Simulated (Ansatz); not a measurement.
Here is an Ansatz input file for PbS, space group P2_1/m. Write the same calculation for the Python package.

```yaml
crystal:
  lattice:
    - [5.945641, 0.0, 0.0]
    - [0.0, 4.033142, 0.0]
    - [-0.662167, 0.0, 10.539446]
  atoms:
    - { symbol: Pb, position: [0.691035, 0.25, 0.632708] }
    - { symbol: Pb, position: [0.308965, 0.75, 0.367292] }
    - { symbol: Pb, position: [0.24643999999999996, 0.25, 0.896745] }
    - { symbol: Pb, position: [0.7535600000000001, 0.75, 0.103255] }
    - { symbol: S, position: [0.737576, 0.25, 0.924691] }
    - { symbol: S, position: [0.262424, 0.75, 0.075309] }
    - { symbol: S, position: [0.382545, 0.75, 0.64378] }
    - { symbol: S, position: [0.617455, 0.25, 0.35622] }
basis:
  ecutwfc: 420.0
kpoints:
  mp_grid:
    kspacing: 0.44
hamiltonian:
  xc: pbesol
scf:
  occupations:
    method: fixed
output:
  populations: true
  dos:
    de: 0.1
    method: tetrahedron
    nscf_kmesh:
      kspacing: 0.16
  eigenvalues: true
```

The script, `scf_pbs.py`:
```python
'''SCF run for PbS.'''

from pathlib import Path
import json
import sys

import ansatz as az
import numpy as np
from pymatgen.core import Structure
from pymatgen.core import Lattice, Structure
from pymatgen.io.ase import AseAtomsAdaptor


def main() -> None:
    pmg_structure = Structure(
        Lattice([(5.945641, 0.0, 0.0), (0.0, 4.033142, 0.0), (-0.662167, 0.0, 10.539446)]),
        ['Pb', 'Pb', 'Pb', 'Pb', 'S', 'S', 'S', 'S'],
        [
            (0.691035, 0.25, 0.632708),
            (0.308965, 0.75, 0.367292),
            (0.24644, 0.25, 0.896745),
            (0.75356, 0.75, 0.103255),
            (0.737576, 0.25, 0.924691),
            (0.262424, 0.75, 0.075309),
            (0.382545, 0.75, 0.64378),
            (0.617455, 0.25, 0.35622),
        ],
    )
    structure = az.Crystal.from_ase(AseAtomsAdaptor.get_atoms(pmg_structure))

    # the calculation
    setup = (
        structure.calculation()
        .functional('PBEsol')
        .basis(420)
        .kpoints(spacing=0.44)
        .occupations(az.OccupationsMethod.FIXED)
        .compute(density_of_states={'energy_step': 0.1, 'method': 'tetrahedron', 'nscf_kmesh_spacing': 0.16}, band_table=True, populations=True)
    )
    try:
        outcome = setup.run(threads=1, backend='cpu')
    except az.NonConvergedError as error:
        sys.exit(f'no convergence: {error}')
    except az.RefusalError as error:
        sys.exit(f'input refused: {error}')
    r = outcome.report

    print('%-22s %14.5f eV' % ('F = E - TS', r['free_energy_ev']))
    print('%-22s %14.5f eV' % ('E', r['internal_energy_ev']))
    print('%-22s %14.5f eV' % ('Harris-Foulkes', r['harris_foulkes_ev']))
    print('%-22s %14.5f eV' % ('Fermi level', r['fermi_energy_ev']))

    keep = ['free_energy_ev', 'energy_sigma0_ev', 'fermi_energy_ev', 'n_iterations', 'converged', 'magnetization_mub', 'n_kpoints']
    with open('pbs.json', 'w') as handle:
        json.dump({key: r[key] for key in keep}, handle, indent=1)

    used = r['setup']
    print('cutoffs (eV):', used['ecut_ev'], used['ecutrho_ev'], ' FFT grid:', used['fft_dense'])
    print('cell volume {:.3f} A^3, {} symmetry operations'.format(used['cell_volume_ang3'], used['n_sym_ops']))

    final = Structure(outcome.lattice.cell_ang, [s.symbol for s in outcome.lattice.sites], [s.position_frac for s in outcome.lattice.sites])
    distances = np.array([n.nn_distance for shell in final.get_all_neighbors(6.0) for n in shell])
    values, counts = np.unique(distances.round(2), return_counts=True)
    print('distance (A)  neighbours per atom')
    for value, count in list(zip(values, counts))[:14]:
        print(f'{value:10.2f} {count / len(final):10.2f}')

    dos = outcome.density_of_states()
    energy = np.asarray(dos.energies_ev) - dos.fermi_ev
    top = min(levels[-1] for levels in r['eigenvalues_ev']) - dos.fermi_ev  # the computed bands end here
    total = np.asarray(dos.spin_summed_g_bin_mean_per_ev)
    print('E - E_F (eV)   states/eV')
    for e in np.arange(-6, min(4, top), 0.5):
        print(f'{e:8.1f} {np.interp(e, energy, total):12.3f}')

    files = Path(outcome.write_results('tables'))
    print((files / 'populations.tsv').read_text())


if __name__ == '__main__':
    main()
```

```console
$ python scf_pbs.py
F = E - TS               -50562.69807 eV
E                        -50562.69807 eV
Harris-Foulkes           -50562.69807 eV
Fermi level                   5.33265 eV
cutoffs (eV): 420.0 1680.0  FFT grid: [40, 27, 72]
cell volume 252.732 A^3, 4 symmetry operations
distance (A)  neighbours per atom
      2.73       1.00
      2.76       1.00
      2.92       0.50
      2.93       0.50
      3.06       0.50
      3.08       0.50
      3.48       1.00
      3.89       0.50
      3.96       1.00
      3.97       0.50
      4.03       2.00
      4.04       0.50
      4.07       1.00
      4.13       0.50
E - E_F (eV)   states/eV
    -6.0        0.638
    -5.5        0.000
    -5.0        0.000
    -4.5        0.000
    -4.0        0.256
    -3.5        2.398
    -3.0        4.140
    -2.5        4.911
    -2.0        7.261
    -1.5       10.276
    -1.0        8.167
    -0.5        6.455
     0.0        0.589
     0.5        0.000
     1.0        0.000
     1.5        1.080
     2.0        4.647
     2.5        5.178
     3.0        6.245
     3.5        8.610
# site	symbol	l	j	q
# orbitals = lowdin
# n_electrons = 80.000000
# spilling = 0.003303
0	Pb	0_6S	-	1.904871
0	Pb	1_6P	-	1.613854
0	Pb	2_5D	-	9.994552
1	Pb	0_6S	-	1.904871
1	Pb	1_6P	-	1.613854
1	Pb	2_5D	-	9.994552
2	Pb	0_6S	-	1.916501
2	Pb	1_6P	-	1.592831
2	Pb	2_5D	-	9.995286
3	Pb	0_6S	-	1.916501
3	Pb	1_6P	-	1.592831
3	Pb	2_5D	-	9.995286
4	S	0_3S	-	1.778857
4	S	1_3P	-	4.631951
5	S	0_3S	-	1.778857
5	S	1_3P	-	4.631951
6	S	0_3S	-	1.803583
6	S	1_3P	-	4.635605
7	S	0_3S	-	1.803583
7	S	1_3P	-	4.635605
```

Reading the output:
- Absolute energies stand on the zero of these potentials, so only differences at equal settings mean something.
- Along an axis with an odd division the mesh misses the point at one half; a gap read on a finite mesh is an upper bound on this functional's gap.
- Spin-orbit coupling, left out here, can change this gap by several tenths of an eV, and inverted bands can meet off the mesh.
- With fixed filling the reported Fermi level is the top filled level among the k-points of the SCF.
- An absolute Fermi energy rests on an arbitrary zero of the periodic potential and has no direct meaning.
- The crystal has a gap of about 1.50 eV on the mesh; bins of finite width blur the band edges.
- Spin-orbit coupling, which matters for elements this heavy, is left out.
- This cell is a computed structure, which may not be the phase found in nature.
- The computed bands are complete only to about 4.0 eV above the Fermi level; beyond that the density of states is undercounted.
- It ran for 26 s on 1 thread of Arm Neoverse V2, with other jobs on the host, peak memory 0.87 GiB.

(Lines on the test bed's own set-up are left out of the output.)
